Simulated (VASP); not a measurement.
# CdTe (F-43m) in VASP: a series of runs

CdTe is run at these levels: LDA; tasks: single point.

Everything below comes from runs of VASP 6.6.1. Logs are shortened: lines on timing, memory, paths and dates and some standing lists are left out, and cuts for length are marked.

**Experimental background.**

A printed reference work, data compilation reports, for a bulk crystal of CdTe at 0 K: band gap 1.607 eV.

How close the calculation comes is told below.

## (1) The cell of the first run

Symmetry: F-43m, No. 216, cubic system. The conventional cell has a = 6.410 Å, b = 6.410 Å, c = 6.410 Å, α = 90.00°, β = 90.00°, γ = 90.00°. Within 3.7 Å of Cd (site symmetry -43m) lie 4 Te at 2.78 Å. Within 3.7 Å of Te (site symmetry -43m) lie 4 Cd at 2.78 Å.

## (2) Single point, LDA

The input, INCAR:

```
SYSTEM = CdTe
ALGO = Normal ; EDIFF = 1E-6
ENCUT = 500 ; GGA_COMPAT = .False.
ISIF = 2 ; ISMEAR = 0
LASPH = .True. ; LCHARG = .False.
LREAL = .False. ; LWAVE = .False.
NBANDS = 16 ; NELM = 120
PREC = Accurate ; SIGMA = 0.01
```

The input, KPOINTS:

```
k-points
0
Gamma
  2 2 2
  0 0 0
```

The input, POSCAR:

```
CdTe
1.0
    0.0000000000      3.2050000000      3.2050000000
    3.2050000000      0.0000000000      3.2050000000
    3.2050000000      3.2050000000      0.0000000000
Cd Te
1 1
Direct
    0.0000000000      0.0000000000      0.0000000000
    0.2500000000      0.2500000000      0.2500000000
```

Potentials or basis: VASP PAW LDA potentials, release 64 (Cd, Te).

Launch:

```bash
> cat potpaw_LDA.64/Cd/POTCAR potpaw_LDA.64/Te/POTCAR > POTCAR
> mpirun -np 1 vasp_std > vasp.out
```

OUTCAR:

```text
SYSTEM = CdTe
   EDIFF = 1E-6
   ENCUT = 500
   ISIF = 2
   ISMEAR = 0
   LASPH = .True.
   LREAL = .False.
   NELM = 120
   PREC = Accurate

 ion  position               nearest neighbor table
   1  0.000  0.000  0.000-   2 2.78   2 2.78   2 2.78   2 2.78
   2  0.250  0.250  0.250-   1 2.78   1 2.78   1 2.78   1 2.78

  LATTYP: Found a face centered cubic cell.
 ALAT       =     6.4100000000

  Lattice vectors:

 A1 = (   0.0000000000,   3.2050000000,   3.2050000000)
 A2 = (   3.2050000000,   0.0000000000,   3.2050000000)
 A3 = (   3.2050000000,   3.2050000000,   0.0000000000)

Analysis of symmetry for initial positions (statically):
=====================================================================
 Subroutine PRICEL returns:
 Original cell was already a primitive cell.

 Routine SETGRP: Setting up the symmetry group for a
 face centered cubic supercell.

 Subroutine GETGRP returns: Found 24 space group operations
 (whereof 24 operations were pure point group operations)
 out of a pool of 48 trial point group operations.

The static configuration has the point symmetry T_d .

Analysis of symmetry for dynamics (positions and initial velocities):
=====================================================================
 Subroutine PRICEL returns:
 Original cell was already a primitive cell.

 Routine SETGRP: Setting up the symmetry group for a
 face centered cubic supercell.

 Subroutine GETGRP returns: Found 24 space group operations
 (whereof 24 operations were pure point group operations)
 out of a pool of 48 trial point group operations.

The dynamic configuration has the point symmetry T_d .

 Subroutine INISYM returns: Found 24 space group operations
 (whereof 24 operations are pure point group operations),
 and found     1 'primitive' translations

----------------------------------------------------------------------------------------

                                     Primitive cell

  volume of cell :      65.8437

  direct lattice vectors                    reciprocal lattice vectors
     0.000000000  3.205000000  3.205000000    -0.156006240  0.156006240  0.156006240
     3.205000000  0.000000000  3.205000000     0.156006240 -0.156006240  0.156006240
     3.205000000  3.205000000  0.000000000     0.156006240  0.156006240 -0.156006240

  length of vectors
     4.532554467  4.532554467  4.532554467     0.270210734  0.270210734  0.270210734

  position of ions in fractional coordinates (direct lattice)
     0.000000000  0.000000000  0.000000000
     0.250000000  0.250000000  0.250000000

  ion indices of the primitive-cell ions
   primitive index   ion index
                 1           1
                 2           2

----------------------------------------------------------------------------------------

 KPOINTS: k-points

Automatic generation of k-mesh.
 Grid dimensions read from file:
 generate k-points for:    2    2    2

 Generating k-lattice:

  Cartesian coordinates                     Fractional coordinates (reciprocal lattice)
    -0.078003120  0.078003120  0.078003120     0.500000000  0.000000000  0.000000000
     0.078003120 -0.078003120  0.078003120     0.000000000  0.500000000  0.000000000
     0.078003120  0.078003120 -0.078003120     0.000000000  0.000000000  0.500000000

  Length of vectors
     0.135105367  0.135105367  0.135105367

  Shift w.r.t. Gamma in fractional coordinates (k-lattice)
     0.000000000  0.000000000  0.000000000

 Subroutine IBZKPT returns following result:
 ===========================================

 Found      3 irreducible k-points:

 Following reciprocal coordinates:
            Coordinates               Weight
  0.000000  0.000000  0.000000      1.000000
  0.500000  0.000000  0.000000      4.000000
  0.500000  0.500000  0.000000      3.000000
   k-points           NKPTS =      3   k-points in BZ     NKDIM =      3   number of bands    NBANDS=     16
   number of dos      NEDOS =    301   number of ions     NIONS =      2
   total plane-waves  NPLWV =  46656
   dimension x,y,z NGX =    36 NGY =   36 NGZ =   36
   dimension x,y,z NGXF=    72 NGYF=   72 NGZF=   72
   ions per type =               1   1
   NGX,Y,Z   is equivalent  to a cutoff of  13.20, 13.20, 13.20 a.u.
   NGXF,Y,Z  is equivalent  to a cutoff of  26.41, 26.41, 26.41 a.u.
 SYSTEM =  CdTe
   PREC   = accura    normal or accurate (medium, high low for compatibility)
   ISTART =      0    job   : 0-new  1-cont  2-samecut
   ICHARG =      2    charge: 1-file 2-atom 10-const
   ISPIN  =      1    spin polarized calculation?
   LNONCOLLINEAR =      F non collinear calculations
   LSORBIT =      F    spin-orbit coupling
   LASPH  =      T    aspherical Exc in radial PAW
   ENCUT  =  500.0 eV  36.75 Ry    6.06 a.u.   8.26  8.26  8.26*2*pi/ulx,y,z
   NELM   =    120;   NELMIN=  2; NELMDL= -5     # of ELM steps
   EDIFF  = 0.1E-05   stopping-criterion for ELM
   LREAL  =      F    real-space projection
   EDIFFG = 0.1E-04   stopping-criterion for IOM
   NSW    =      0    number of steps for IOM
   IBRION =     -1    ionic relax: 0-MD 1-quasi-New 2-CG
   NFREE  =      0    steps in history (QN), initial steepest desc. (CG)
   ISIF   =      2    stress and relaxation
   ISYM   =      2    0-nonsym 1-usesym 2-fastsym
   POTIM  = 0.5000    time-step for ionic-motion
   TEBEG  =    0.0;   TEEND  =   0.0 temperature during run
   PSTRESS=    0.0 pullay stress
   NELECT =      18.0000    total number of electrons
   NUPDOWN=      -1.0000    fix difference up-down
   EMIN   =  10.00;   EMAX   =-10.00  energy-range for DOS
   EFERMI =   0.00;   METHOD = LEGACY
   ISMEAR =     0;   SIGMA  =   0.01  broadening in eV -4-tet -1-fermi 0-gaus
   EFERMI_NEDOS =   21; number of points for ismear=-14 and -15
   IALGO  =     38    algorithm
   IMIX   =      4    mixing-type and parameters
     AMIX     =   0.40;   BMIX     =  1.00
     AMIX_MAG =   1.60;   BMIX_MAG =  1.00
  volume/ion in A,a.u.               =      32.92       222.17
  Fermi-wavevector in a.u.,A,eV,Ry     =   1.062497  2.007828 15.359610  1.128899
  Thomas-Fermi vector in A             =   2.197950
   LORBIT       =      0    0 simple, 1 ext, 2 COOP (PROOUT), +10 PAW based schemes
   GGA     = CA    functional components
   LHFCALC =     F    Hartree Fock is set to
   AEXX    =    0.0000 exact exchange contribution
   IVDW    =     0    specifies the selected vdW correction
   LEPSILON=     F    determine dielectric tensor
   LRPA    =     F    only Hartree local field effects (RPA)
 non-spin polarized calculation
 Gauss-broadening in eV      SIGMA  =   0.01
  energy-cutoff  :      500.00
  volume of cell :       65.84
 maximum number of plane-waves:      1687
 NGX is ok and might be reduce to    36
   NGX = 17   NGY = 17   NGZ = 17

 number of electron      17.9999995 magnetization

 Free energy of the ion-electron system (eV)
  ---------------------------------------------------
  ext. energy  EPLUGINS =         0.00000000
  ---------------------------------------------------
  free energy    TOTEN  =        -4.64617553 eV

  energy without entropy =       -4.64617553  energy(sigma->0) =       -4.64617553

 E-fermi :   2.8063     XC(G=0):  -9.0021

 val. band max:        2.7573588446   @ k =   0.0000   0.0000   0.0000
 cond. band min:       3.2362969565   @ k =   0.0000   0.0000   0.0000
 fundamental gap:      0.4789381118
 Fermi energy:         2.8063244956

 k-point     1 :       0.0000    0.0000    0.0000
  band No.  band energies     occupation
      1      -8.6407      2.00000
      2      -6.0051      2.00000
      3      -6.0051      2.00000
      4      -6.0051      2.00000
      5      -5.7445      2.00000
      6      -5.7445      2.00000
      7       2.7574      2.00000
      8       2.7574      2.00000
      9       2.7574      2.00000
     10       3.2363      0.00000
     11       7.0034      0.00000
     12       7.0034      0.00000
     13       7.0034      0.00000
     14       9.7988      0.00000
     15      11.9918      0.00000
     16      11.9918      0.00000

 k-point     2 :       0.5000    0.0000    0.0000
  band No.  band energies     occupation
      1      -8.2104      2.00000
      2      -5.9402      2.00000
      3      -5.9402      2.00000
      4      -5.7337      2.00000
      5      -5.7337      2.00000
      6      -5.3096      2.00000
      7      -2.0842      2.00000
      8       1.8874      2.00000
      9       1.8874      2.00000
     10       4.2517      0.00000
     11       7.6187      0.00000
     12       7.6187      0.00000
     13       9.4313      0.00000
     14      11.2308      0.00000
     15      12.8828      0.00000
     16      12.8828      0.00000

 k-point     3 :       0.5000    0.5000    0.0000
  band No.  band energies     occupation
      1      -8.0844      2.00000
      2      -5.8591      2.00000
      3      -5.8321      2.00000
      4      -5.8321      2.00000
      5      -5.7120      2.00000
      6      -5.1353      2.00000
      7      -1.9523      2.00000
      8       0.6827      2.00000
      9       0.6827      2.00000
     10       4.8821      0.00000
     11       5.1083      0.00000
     12      11.5257      0.00000
     13      11.7515      0.00000
     14      11.7515      0.00000
     15      13.4828      0.00000
     16      14.2114      0.00000

------------------------ aborting loop because EDIFF is reached ----------------------------------------

  FORCE on cell =-STRESS in cart. coord.  units (eV):
  Direction    XX          YY          ZZ          XY          YZ          ZX
  --------------------------------------------------------------------------------------
  -------------------------------------------------------------------------------------
  Total        1.7354609      1.7354609      1.7354609     -0.0000000      0.0000000     -0.0000000
  in kB       42.2290500     42.2290500     42.2290500     -0.0000000      0.0000000     -0.0000000
  external PRESSURE =      42.2290500 kB  Pullay stress =       0.0000000 kB

 VOLUME and BASIS-vectors are now :
 -----------------------------------------------------------------------------
  energy-cutoff  :      500.00
  volume of cell :       65.84
      direct lattice vectors                 reciprocal lattice vectors
     0.000000000  3.205000000  3.205000000    -0.156006240  0.156006240  0.156006240
     3.205000000  0.000000000  3.205000000     0.156006240 -0.156006240  0.156006240
     3.205000000  3.205000000  0.000000000     0.156006240  0.156006240 -0.156006240

 POSITION                                       TOTAL-FORCE (eV/Angst)
 -----------------------------------------------------------------------------------
      0.00000      0.00000      0.00000         0.000000     -0.000000      0.000000
      1.60250      1.60250      1.60250        -0.000000      0.000000     -0.000000
 -----------------------------------------------------------------------------------
    total drift:                                0.000000      0.000000      0.000000

  FREE ENERGIE OF THE ION-ELECTRON SYSTEM (eV)
  ---------------------------------------------------
  free  energy   TOTEN  =        -4.6461755290 eV

  energy  without entropy=       -4.6461755290  energy(sigma->0) =       -4.64617553
```

It took 9 s on 1 thread of AMD EPYC 7R13 (Zen 3), shared host; peak memory 0.13 GiB.

Results:

```
Free energy            : -4.6462 eV
Pressure               : 4.2 GPa
Band gap on the k mesh : 0.48 eV, direct
```

Caveat: the k points lie up to 0.85 Å⁻¹ apart; spin-orbit coupling is left out, which moves the levels of the heavy elements.

## (3) Single point, LDA

The input, INCAR:

```
SYSTEM = CdTe
PREC = Accurate
ENCUT = 500
EDIFF = 1E-6
ISMEAR = 0
SIGMA = 0.01
LREAL = .FALSE.
LASPH = .TRUE.
NELM = 120
ALGO = Normal
ISIF = 2
LWAVE = .FALSE.
LCHARG = .FALSE.
GGA = CA
NBANDS = 16
GGA_COMPAT = .FALSE.
```

The input, KPOINTS:

```
regular mesh
0
G
  4 4 4
  0 0 0
```

POSCAR is that of step 2.

Potentials or basis: VASP PAW LDA potentials, release 64 (Cd, Te).

Launch:

```bash
> cat potpaw_LDA.64/Cd/POTCAR potpaw_LDA.64/Te/POTCAR > POTCAR
> mpirun -np 1 vasp_std > vasp.out
```

Run time: 16 s. Hardware: 1 thread of AMD EPYC 7R13 (Zen 3), shared host; peak memory 0.13 GiB.

The run converged. Its results:

- Free energy: -5.9777 eV
- Pressure: 0.5 GPa
- Band gap on the k mesh: 0.63 eV, direct

Levels at points of the mesh, in eV from the valence-band top:
```csv
k point,band 5,band 6,band 7,band 8,band 9,band 10,band 11,band 12,band 13,band 14
"(0.00, 0.00, 0.00)",-8.16,-8.16,0.00,0.00,0.00,0.63,4.45,4.45,4.45,7.24
"(0.50, 0.00, 0.00)",-8.15,-7.78,-4.71,-0.84,-0.84,1.67,5.06,5.06,6.86,8.56
"(0.50, 0.50, 0.00)",-8.13,-7.63,-4.56,-2.01,-2.01,2.34,2.52,8.82,9.14,9.14
```

Caveat: the k points lie up to 0.42 Å⁻¹ apart; spin-orbit coupling is left out, which moves the levels of the heavy elements.

## (4) Single point, LDA

The input, INCAR:

```
SYSTEM = CdTe
PREC = Accurate ; ENCUT = 500
EDIFF = 1E-6 ; ISMEAR = 0
SIGMA = 0.01 ; LREAL = .FALSE.
LASPH = .TRUE. ; NELM = 120
ALGO = Normal ; ISIF = 2
LWAVE = .FALSE. ; LCHARG = .FALSE.
GGA = CA ; NBANDS = 16
GGA_COMPAT = .FALSE.
```

The input, KPOINTS:

```
Automatic mesh
0
G
  6 6 6
  0 0 0
```

POSCAR is that of step 3.

Launch:

```bash
> cat potpaw_LDA.64/Cd/POTCAR potpaw_LDA.64/Te/POTCAR > POTCAR
> mpirun -np 1 vasp_std > vasp.out
```

Wall time 29 s (1 thread of AMD EPYC 7R13 (Zen 3), shared host); peak memory 0.14 GiB.

It converged, with:

* Free energy: -6.0443 eV
* Pressure: 0.3 GPa
* Band gap on the k mesh: 0.65 eV, direct

Levels at points of the mesh, in eV from the valence-band top:
| k point | band 5 | band 6 | band 7 | band 8 | band 9 | band 10 | band 11 | band 12 | band 13 | band 14 |
| --- | --- | --- | --- | --- | --- | --- | --- | --- | --- | --- |
| (0.00, 0.00, 0.00) | -8.13 | -8.13 | 0.00 | 0.00 | 0.00 | 0.65 | 4.47 | 4.47 | 4.47 | 7.26 |
| (0.50, 0.00, 0.00) | -8.12 | -7.75 | -4.69 | -0.84 | -0.84 | 1.69 | 5.08 | 5.08 | 6.88 | 8.57 |
| (0.50, 0.50, 0.00) | -8.09 | -7.61 | -4.54 | -2.01 | -2.01 | 2.37 | 2.54 | 8.82 | 9.15 | 9.15 |

Caveat: spin-orbit coupling is left out, which moves the levels of the heavy elements.

## (5) Overview

| k mesh | gap on the mesh (eV) | pressure (GPa) |
| --- | --- | --- |
| 2 × 2 × 2 | 0.48 | 4.2 |
| 4 × 4 × 4 | 0.63 | 0.5 |
| 6 × 6 × 6 | 0.65 | 0.3 |

Alike in all rows: task single point; level LDA; potentials or basis VASP PAW LDA potentials, release 64 (Cd, Te); no spin polarisation; cell as given; cutoff (eV) 500; smearing gaussian 0.01 eV.

Caveats: some runs use coarse meshes; spin-orbit coupling is left out, which moves the levels of the heavy elements.

Absolute energies hang on the potentials; compare differences alone.

## (6) Comparison with measurements

Step 4. A measured gap of CdTe is 1.607 eV (0 K; a printed reference work, data compilation); the calculated 0.65 eV misses it by -0.96 eV. Spin-orbit coupling on Cd, Te is left out. The value is that of LDA, without temperature or zero-point motion. Semilocal functionals fall short of measured gaps as a rule.
